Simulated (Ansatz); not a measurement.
# The W2CS2 MXene monolayer between two gates

Aim: charge, voltage and capacitance of the W2CS2 MXene monolayer in a field-effect set-up.

Method: plane-wave DFT, PBE-D3(BJ), Ansatz PAW, in Ansatz 0.2.0.

## 1. The starting structure

The cell holds 5 atoms: 2 S, 2 W and 1 C. Cell: a = 3.125 Å, b = 3.125 Å, c = 42.950 Å, α = 90.0°, β = 90.0°, γ = 120.0°. Vacuum lies along c.

## 2. Relaxing the slab

The starting cell is a guess, so the in-plane lattice and the atoms are relaxed first, with the slab cut off from its images along the normal.

File input.yaml:

```yaml
crystal:
  lattice:
    - [3.125408, 0.0, 0.0]
    - [-1.562704, 2.7066827252, 0.0]
    - [0.0, 0.0, 42.9500848997]
  atoms:
    - { symbol: S, position: [0.3333333333, 0.6666666667, 0.4307325595] }
    - { symbol: W, position: [0.6666666667, 0.3333333333, 0.4712875368] }
    - { symbol: C, position: [0.0, 0.0, 0.5] }
    - { symbol: W, position: [0.3333333333, 0.6666666667, 0.5287124632] }
    - { symbol: S, position: [0.6666666667, 0.3333333333, 0.5692674405] }
  periodic: [true, true, false]
kpoints:
  mp_grid: { grid: [12, 12, 1] }
hamiltonian:
  xc: pbe
  dispersion: d3bj
scf:
  occupations: { method: fermi_dirac, width: 0.05 }
  convergence: { dr2_threshold: 1.0e-09 }
relax:
  f_tol: 0.004
  max_steps: 90
  cell: {}
output:
  write_potential: true
  write_density: true
  volumetric_format: npy
```

Started as:

```
$ ansatz run input.yaml --threads 4 --pin off --max-ram 6144MiB --backend cpu --events-out ev --progress --plain --runs-dir out
```

Numbers of over 12 decimals in the logs are rounded to 6 here.

The program printed:

```text
Warning: relax.cell: scf.convergence.dr2_threshold = 1e-9 eV is looser than the 1.96536856803e-10 eV advised for a relaxation that steers and ends on the stress (1e-10 eV for each atom of the cell: 5, times the square of relax.cell.stress_2d_tol = 0.05 N/m over 16.0 Å (the atoms' height at the walk's start and 5 Å past either face), 3.135e-2 GPa, over a crystal's default 0.05). What an SCF threshold leaves in a stress goes as its square root, and in the free energy as the threshold itself, and one threshold admits the most on a small cell: [figures from the program's tests cut] Set scf.convergence.dr2_threshold to 1.96536856803e-10 eV or tighter. [rest of the remark cut]
Engine: ansatz 0.2.0, x86_64-unknown-linux-gnu
Pseudopotentials: kind: paw
Pseudopotential: S, paw, valence charge 6, recommended cutoff 420 eV (normal), S.paw.azcp
Pseudopotential: W, paw, valence charge 14, recommended cutoff 420 eV (normal), W.paw.azcp
Pseudopotential: C, paw, valence charge 4, recommended cutoff 420 eV (normal), C.paw.azcp
Functional definition: PBE
  parameter kappa = 0.804
  parameter beta = 0.066725
  exchange = pbe_x(kappa = kappa, mu = beta*pi^2/3)
  correlation = pbe_c(beta = beta)
Crystal: 5 atoms, lattice volume = 363.336 Å³
Basis set: ecut = 420 eV, 7067 PW (Γ), exchange–correlation on 48×48×576 points (8 copies of the dense FFT grid, shifted against one another)
Bands: 27, of which v1, the nominal top of the filled ones, is band 22 counted from 1 (21 counted from 0)
Symmetry: 12 space group operations
Space group: P-3m1 (ITA 164), of the structure as read, at distance tolerance 7.1e-5 Å
k-points: 19 of 144
Non-local potential: S, projectors of the file, l = 0: 2, l = 1: 2, l = 2: 2
Non-local potential: W, projectors of the file, l = 0: 3, l = 1: 2, l = 2: 2, l = 3: 1
Non-local potential: C, projectors of the file, l = 0: 2, l = 1: 2, l = 2: 1
PAW form: soft (Blöchl's): semilocal exchange-correlation on the pseudo side does not see the compensation charge
PAW one-centre angular grid: S, 110 points (default); XC on 64 Gauss nodes
PAW one-centre angular grid: W, 590 points (default); XC on 64 Gauss nodes
PAW one-centre angular grid: C, 110 points (default); XC on 64 Gauss nodes
Initial density: superposition of atomic densities (neutral atoms: chi_scale 0, normalization atom), corrected by the library's trained network
Initial wavefunctions: pseudopotential atomic-orbital guess
Functional: x = pbe(κ = 0.804, μ = 0.219515), c = pbe(β = 0.066725)
SCF iter   1: F=—  HF=-22827.415286 eV  |F-HF|=—  |Δ(HF+E_count)|=         —  Δρ=3.09e-3  dr2=1.22e-1  ethr=1.77e-3  ⟨swp⟩=16.0  Hψ=4217  notcnv=0
preconditioner: auto → LDOS  [metal: Δε(μ)=0.094 eV  Ē_g=7.710 eV  σ=0.050 eV  W_gap=0.38  n_scr=26 (ndim 8)  ℏωp=10.3 eV  f_vac=0.772  D(μ)=3.06/eV (n_scr^D=16)  β→1.0]
SCF iter   2: F=—  HF=-22827.411124 eV  |F-HF|=—  |Δ(HF+E_count)|=   4.16e-3  Δρ=1.71e-3  dr2=2.83e-2  ethr=2.76e-4  ⟨swp⟩=4.4  Hψ=1360  notcnv=0  defer=1
SCF iter   3: F=—  HF=-22827.408428 eV  |F-HF|=—  |Δ(HF+E_count)|=   2.70e-3  Δρ=2.20e-4  dr2=5.22e-4  ethr=6.43e-5  ⟨swp⟩=3.6  Hψ=1147  notcnv=0  defer=1
SCF iter   4: F=—  HF=-22827.408495 eV  |F-HF|=—  |Δ(HF+E_count)|=   6.71e-5  Δρ=5.70e-5  dr2=1.61e-5  ethr=1.19e-6  ⟨swp⟩=3.9  Hψ=1336  notcnv=0  defer=1
SCF iter   5: F=—  HF=-22827.408550 eV  |F-HF|=—  |Δ(HF+E_count)|=   5.45e-5  Δρ=1.77e-5  dr2=1.42e-6  ethr=3.67e-8  ⟨swp⟩=3.5  Hψ=1228  notcnv=0  defer=1
SCF iter   6: F=—  HF=-22827.408544 eV  |F-HF|=—  |Δ(HF+E_count)|=   6.36e-6  Δρ=5.18e-6  dr2=9.38e-8  ethr=3.22e-9  ⟨swp⟩=3.8  Hψ=1291  notcnv=0  defer=1
SCF iter   7: F=—  HF=-22827.408544 eV  |F-HF|=—  |Δ(HF+E_count)|=   4.94e-7  Δρ=1.42e-6  dr2=1.05e-8  ethr=2.13e-10  ⟨swp⟩=3.4  Hψ=1179  notcnv=0  defer=1
SCF iter   8: F=-22827.408544 eV  HF=-22827.408544 eV  |F-HF|=1.57e-8  |Δ(HF+E_count)|=   2.49e-8  Δρ=3.76e-7  dr2=2.73e-10  ethr=2.27e-12  ⟨swp⟩=12.2  Hψ=5677  notcnv=0
SCF 1 converged in 8 iterations: F = -22827.408544 eV  dr2 = 2.73e-10
  greatest PAW one-centre occupation: 1.000 electrons in one spin orbital (limit 2), on the W atom at site 3 (counted from 0), in its partial waves of l = 0
relax step   1: F+E_penalty+E_count = -22827.40854407 eV  Δ(F+E_penalty+E_count) = +0.000e0 eV  max|allowed force component| = 1.325e0 eV/Å  Δτ_max = 0.0000 Å  P = -2.886 N/m  Ω = 363.336 Å³  fix = [c, alpha, beta]  reactions: c -0.000 N/m  (8 SCF iters, accepted)
Crystal: 5 atoms, lattice volume = 368.558 Å³
Basis set: ecut = 420 eV, 7127 PW (Γ), exchange–correlation on 48×48×576 points (8 copies of the dense FFT grid, shifted against one another)
Initial density: handed on by an earlier stage of this run
Initial wavefunctions: those handed on with the density
iter 1 solved again at ethr=4.23e-4 eV; its pass at ethr=3.10e-3 eV (dr2=1.86e-1 eV) is discarded
SCF iter   1: F=—  HF=-22827.746738 eV  |F-HF|=—  |Δ(HF+E_count)|=         —  Δρ=6.06e-3  dr2=1.92e-1  ethr=4.23e-4  ⟨swp⟩=2.6  Hψ=5257  notcnv=0
preconditioner: auto → LDOS  [metal: Δε(μ)=0.079 eV  Ē_g=7.997 eV  σ=0.050 eV  W_gap=0.37  n_scr=26 (ndim 8)  ℏωp=10.2 eV  f_vac=0.784  D(μ)=1.39/eV (n_scr^D=10)  β→1.0]
SCF iter   2: F=—  HF=-22827.750597 eV  |F-HF|=—  |Δ(HF+E_count)|=   3.86e-3  Δρ=3.23e-3  dr2=2.32e-1  ethr=4.23e-4  ⟨swp⟩=4.0  Hψ=1096  notcnv=0
SCF iter   3: F=—  HF=-22827.723419 eV  |F-HF|=—  |Δ(HF+E_count)|=   2.72e-2  Δρ=6.89e-4  dr2=4.10e-3  ethr=4.23e-4  ⟨swp⟩=3.8  Hψ=1132  notcnv=0
SCF iter   4: F=—  HF=-22827.723557 eV  |F-HF|=—  |Δ(HF+E_count)|=   1.38e-4  Δρ=1.96e-4  dr2=2.44e-4  ethr=9.33e-6  ⟨swp⟩=3.4  Hψ=1089  notcnv=0
SCF iter   5: F=—  HF=-22827.723549 eV  |F-HF|=—  |Δ(HF+E_count)|=   8.18e-6  Δρ=6.40e-5  dr2=2.09e-5  ethr=5.54e-7  ⟨swp⟩=3.6  Hψ=1280  notcnv=0
SCF iter   6: F=—  HF=-22827.723539 eV  |F-HF|=—  |Δ(HF+E_count)|=   9.94e-6  Δρ=1.54e-5  dr2=7.72e-7  ethr=4.75e-8  ⟨swp⟩=3.3  Hψ=1092  notcnv=0
SCF iter   7: F=—  HF=-22827.723527 eV  |F-HF|=—  |Δ(HF+E_count)|=   1.14e-5  Δρ=4.58e-6  dr2=7.62e-8  ethr=1.76e-9  ⟨swp⟩=3.3  Hψ=1207  notcnv=0
SCF iter   8: F=—  HF=-22827.723528 eV  |F-HF|=—  |Δ(HF+E_count)|=   9.97e-8  Δρ=1.52e-6  dr2=3.61e-9  ethr=1.73e-10  ⟨swp⟩=3.8  Hψ=1198  notcnv=0
SCF iter   9: F=—  HF=-22827.723528 eV  |F-HF|=—  |Δ(HF+E_count)|=   3.17e-8  Δρ=5.07e-7  dr2=1.29e-9  ethr=2.27e-12  ⟨swp⟩=15.2  Hψ=5382  notcnv=0
SCF iter  10: F=-22827.723528 eV  HF=-22827.723528 eV  |F-HF|=1.67e-10  |Δ(HF+E_count)|=   8.58e-9  Δρ=1.33e-7  dr2=6.59e-11  ethr=2.27e-12  ⟨swp⟩=13.1  Hψ=4568  notcnv=0
SCF 2 converged in 10 iterations: F = -22827.723528 eV  dr2 = 6.59e-11
[...]
SCF iter   7: F=—  HF=-22827.733130 eV  |F-HF|=—  |Δ(HF+E_count)|=   1.30e-5  Δρ=3.34e-6  dr2=4.34e-8  ethr=5.05e-9  ⟨swp⟩=3.3  Hψ=1117  notcnv=0
SCF iter   8: F=—  HF=-22827.733130 eV  |F-HF|=—  |Δ(HF+E_count)|=   4.05e-7  Δρ=9.53e-7  dr2=3.80e-9  ethr=9.85e-11  ⟨swp⟩=3.9  Hψ=1349  notcnv=0
SCF iter   9: F=-22827.733130 eV  HF=-22827.733130 eV  |F-HF|=1.34e-8  |Δ(HF+E_count)|=   5.57e-8  Δρ=1.53e-7  dr2=5.66e-11  ethr=2.27e-12  ⟨swp⟩=15.1  Hψ=5210  notcnv=0
SCF 3 converged in 9 iterations: F = -22827.733130 eV  dr2 = 5.66e-11
relax step   3: F+E_penalty+E_count = -22827.73312999 eV  Δ(F+E_penalty+E_count) = -9.602e-3 eV  max|allowed force component| = 1.406e0 eV/Å  Δτ_max = 0.1932 Å  P = +7.529 N/m  Ω = 390.505 Å³  energy of the carried Pulay correction = -3.760e-3 eV  fix = [c, alpha, beta]  reactions: c +0.000 N/m  (9 SCF iters, accepted)
[...]
relax step   4: F+E_penalty+E_count = -22827.90268925 eV  Δ(F+E_penalty+E_count) = -1.696e-1 eV  max|allowed force component| = 5.493e-2 eV/Å  Δτ_max = 0.1049 Å  P = +0.187 N/m  Ω = 390.020 Å³  energy of the carried Pulay correction = -3.695e-3 eV  fix = [c, alpha, beta]  reactions: c +0.000 N/m  (10 SCF iters, accepted)
[...]
relax step   5: F+E_penalty+E_count = -22827.90279177 eV  Δ(F+E_penalty+E_count) = -1.025e-4 eV  max|allowed force component| = 4.349e-3 eV/Å  Δτ_max = 0.0014 Å  P = +0.026 N/m  Ω = 390.391 Å³  energy of the carried Pulay correction = -3.745e-3 eV  fix = [c, alpha, beta]  reactions: c +0.000 N/m  (5 SCF iters, accepted)
[...]
relax step   6: F+E_penalty+E_count = -22827.90279133 eV  Δ(F+E_penalty+E_count) = +4.400e-7 eV  max|allowed force component| = 1.087e-4 eV/Å  Δτ_max = 0.0003 Å  P = +0.001 N/m  Ω = 390.407 Å³  energy of the carried Pulay correction = -3.747e-3 eV  fix = [c, alpha, beta]  reactions: c +0.000 N/m  (5 SCF iters, accepted)
[...]
relax step   7: F+E_penalty+E_count = -22827.90800994 eV  Δ(F+E_penalty+E_count) = -5.219e-3 eV  max|allowed force component| = 5.277e-4 eV/Å  Δτ_max = 0.0000 Å  P = +0.070 N/m  Ω = 390.407 Å³  fix = [c, alpha, beta]  reactions: c +0.000 N/m  stress off target by 6.97e-2 N/m on what of the cell is left free  SCF on the basis re-selected at this cell (its energy is not comparable with the rows above)  (5 SCF iters)
[...]
relax step   8: F+E_penalty+E_count = -22827.90799140 eV  Δ(F+E_penalty+E_count) = +1.854e-5 eV  max|allowed force component| = 2.223e-3 eV/Å  Δτ_max = 0.0008 Å  P = +0.002 N/m  Ω = 390.633 Å³  energy of the carried Pulay correction = -3.107e-5 eV  fix = [c, alpha, beta]  reactions: c +0.000 N/m  (5 SCF iters, accepted)
iter 1 solved again at ethr=2.97e-7 eV; its pass at ethr=3.10e-3 eV (dr2=1.31e-4 eV) is discarded
SCF iter   1: F=—  HF=-22827.907955 eV  |F-HF|=—  |Δ(HF+E_count)|=         —  Δρ=4.31e-6  dr2=3.97e-9  ethr=2.97e-7  ⟨swp⟩=6.7  Hψ=6938  notcnv=0
eigensolver tolerance schedule: the retry pair's looser diagonalisation over-reported the residual by 32963.30 of it (diagonalisation noise at an unbounded share of the residual, at the tolerance the schedule requests for it); recorded, not acted on — ethr = c·dr2/N_el stays at c = 1.0e-1
preconditioner: auto → LDOS  [insulator: Δε(μ)=0.217 eV  Ē_g=7.904 eV  σ=0.050 eV  W_gap=0.72  n_scr=24 (ndim 8)  ℏωp=9.9 eV  f_vac=0.787  D(μ)=1.59/eV (n_scr^D=10)  ε∞_Penn≈2.6  β→1.0]
SCF iter   2: F=—  HF=-22827.908016 eV  |F-HF|=—  |Δ(HF+E_count)|=   6.13e-5  Δρ=1.20e-6  dr2=6.53e-9  ethr=9.01e-12  ⟨swp⟩=8.6  Hψ=2931  notcnv=0
SCF iter   3: F=-22827.908016 eV  HF=-22827.908016 eV  |F-HF|=2.36e-10  |Δ(HF+E_count)|=   2.21e-9  Δρ=4.04e-7  dr2=4.76e-10  ethr=2.27e-12  ⟨swp⟩=18.0  Hψ=6225  notcnv=0
SCF 9 converged in 3 iterations: F = -22827.908016 eV  dr2 = 4.76e-10
relax step   9: F+E_penalty+E_count = -22827.90801578 eV  Δ(F+E_penalty+E_count) = -2.438e-5 eV  max|allowed force component| = 2.220e-3 eV/Å  Δτ_max = 0.0000 Å  P = +0.002 N/m  Ω = 390.633 Å³  fix = [c, alpha, beta]  reactions: c +0.000 N/m  stress off target by 1.94e-3 N/m on what of the cell is left free  SCF on the basis re-selected at this cell (its energy is not comparable with the rows above)  (3 SCF iters)
basis re-selected at this cell: Δ(F+E_penalty+E_count) = -2.438e-5 eV, ΔP = +0.000 N/m vs the last step (what re-selecting the basis moved, of the pressure what is left beyond the Pulay correction that the steps carried, after the strain that the cell walked since its last selection, with what the two solves' SCF thresholds leave and, on support functions, any second-order correction that the steps lacked; it is no m [...]
WARN: The output density's exchange-correlation potential varies sharply where the density is thin. Do not read a vacuum level from v_tot or v_xc, or from such a field of the output density. On a cell that repeats whose density bears no net charge and no dipole along the vacuum's axis use v_es (v_loc + v_h of the components); under efield.dipole_correction with no amplitude use v_es + v_field, which holds any externa [...]
SCF converged after 3 iterations
Free energy (F): -22827.908016 eV
Harris-Foulkes:  -22827.908016 eV  (|F-HF|=2.36e-10)
Internal energy: -22827.894194 eV  (E = F + TS)
E sigma→0 (E₀):  -22827.901105 eV
Entropy (-TS):   -0.013822 eV (-2.764 meV/atom)
Fermi energy:    -5.001008 eV
--- Per-component energies (eV) ---
  E_band       = -1172.015408
  E_kinetic    = 1207.775648
  E_local      = -170616.134120  (includes V_loc(G=0)·N_el)
  E_nonlocal   = 83.962725
  E_hartree    = 84566.536733
  E_xc         = -777.884867
  E_vxc        = -714.326439  (∫ρ·V_xc dr)
  E_paw        = -18424.483897  (= ΣΔE_a)
  E_vpaw       = -266.371101  (= ΣTr[D̂ρ^β])
  E_aug_tail   = -0.000121  (compensation charges beyond the density's cutoff)
  E_ewald      = 81134.070037
  E_disp       = -1.736332  (pairwise vdW)
  E_smearing   = -0.013822  (= −TS)
  E_closure    = -0.000000  (closes the sum)
  Σ components = -22827.908016   (vs F -22827.908016, Δ=0.00e0)
--- Forces (eV/Å), atoms counted from 1 ---
  atom   1  S      0.00000000     0.00000000    -0.00051347
  atom   2  W      0.00000000    -0.00000000     0.00222000
  atom   3  C      0.00000000     0.00000000     0.00000000
  atom   4  W      0.00000000     0.00000000    -0.00222000
  atom   5  S     -0.00000000    -0.00000000     0.00051347
  max |Σ_I F_I| component: 6.36e-17 eV/Å
--- 2D stress c σ (N/m, compression-positive) ---
        0.001944       0.000000      -0.000000
        0.000000       0.001944      -0.000000
       -0.000000      -0.000000       0.000000
  P = ½ c Tr σ = 0.0019 N/m
--- Band table (eV; the first three rows and the last of 19) ---
  k-point 0: bands = [... 18 lower, -7.5711, -7.5711, -6.1578, -5.6901, -5.6901, -4.3427, -4.3427, -3.9176, ... 1 higher]
  k-point 1: bands = [... 18 lower, -7.7997, -7.4193, -6.6029, -5.6432, -5.4534, -4.3149, -4.1500, -3.5099, ... 1 higher]
  k-point 2: bands = [... 18 lower, -7.7884, -7.5436, -7.2556, -5.6851, -5.1783, -4.1568, -3.5747, -3.5643, ... 1 higher]
  k-point 18: bands = [... 18 lower, -9.2837, -9.2837, -5.7811, -5.7811, -5.5362, -3.3908, -3.3908, -2.6844, ... 1 higher]
  the weakly bound empty levels are not read free of the cell's end (no_gap_told)
--- Relaxed structure (7 steps of the walk, 7 accepted, 2 SCFs on fresh bases) ---
  F+E_penalty+E_count = -22827.90801578 eV   max|allowed force component| = 2.220e-3 eV/Å   (the final SCF, on the basis selected at the relaxed cell)
  cell:  # Å, volume = 390.6328 Å³
    - [3.240687, 0.0, 0]
    - [-1.620343, 2.806517, 0]
    - [0, 0, 42.9500848997]
  atoms:
    - { symbol: S, position: [0.333333, 0.666667, 0.437329] }
    - { symbol: W, position: [0.666667, 0.333333, 0.475082] }
    - { symbol: C, position: [0, 0, 0.5] }
    - { symbol: W, position: [0.333333, 0.666667, 0.524918] }
    - { symbol: S, position: [0.666667, 0.333333, 0.562671] }
```

Wall time 23 s (4 threads of Intel Xeon 6975P-C (Granite Rapids), shared host); peak memory 0.92 GiB; 84 s of CPU time.

Relaxation path:

| step | energy less that of the first step (eV) | largest force component (eV/Å) | volume (Å³) |
| --- | --- | --- | --- |
| 1 | 0.0000 | 1.3247 | 363.34 |
| 2 | -0.3150 | 1.4645 | 368.56 |
| 3 | -0.3246 | 1.4061 | 390.51 |
| 4 | -0.4941 | 0.0549 | 390.02 |
| 5 | -0.4942 | 0.0043 | 390.39 |
| 6 | -0.4942 | 0.0001 | 390.41 |
| 7* | -0.4995 | 0.0005 | 390.41 |
| 8 | -0.4994 | 0.0022 | 390.63 |
| 9* | -0.4995 | 0.0022 | 390.63 |

Relaxation steps marked * repeat the geometry before them on a plane-wave basis chosen anew for their cell, so energy and pressure can jump there.

Forces are held to the 12 operations that the run works with; a distortion that breaks them can't arise in this run.

| cell as run | before | after | change |
| --- | --- | --- | --- |
| a (Å) | 3.125 | 3.241 | +3.7 % |
| b (Å) | 3.125 | 3.241 | +3.7 % |

The atoms that moved most (Å, along periodic axes as changes of fractional coordinates times the final cell, across vacuum about the mean position):

| atom | dx | dy | dz | length |
| --- | --- | --- | --- | --- |
| S1 | 0.000 | 0.000 | 0.283 | 0.283 |
| S5 | 0.000 | 0.000 | -0.283 | 0.283 |
| W2 | 0.000 | 0.000 | 0.163 | 0.163 |
| W4 | 0.000 | 0.000 | -0.163 | 0.163 |

Final coordinates:

```xyz
5
Lattice="3.2407 0.0000 0.0000 -1.6203 2.8065 0.0000 0.0000 0.0000 42.9501" Properties=species:S:1:pos:R:3
S     0.0000    1.8710   18.7833
W     1.6203    0.9355   20.4048
C     0.0000    0.0000   21.4750
W     0.0000    1.8710   22.5453
S     1.6203    0.9355   24.1668
```

This step gave:

| Item | Value |
| --- | --- |
| energy at zero smearing | -22827.9011 eV |

The lattice constant a goes from 3.125 to 3.241 Å.

(Part 1 of 3 ends here.)

[Logs are printed without paths, hosts, clocks, repeated set-up lines and the standing remarks that a program may print on its own settings, such as how far it seeks lower states.]

[Hosts, paths, dates, database ids (printed as entryN), source tags and the programs' standing remarks are cut or masked in the printed files.]

[Maps of the electrostatic potential energy from Ansatz leave out the sawtooth potential of an applied field or a dipole correction, so their vacuum need not be flat; planar profiles and work functions include it.]
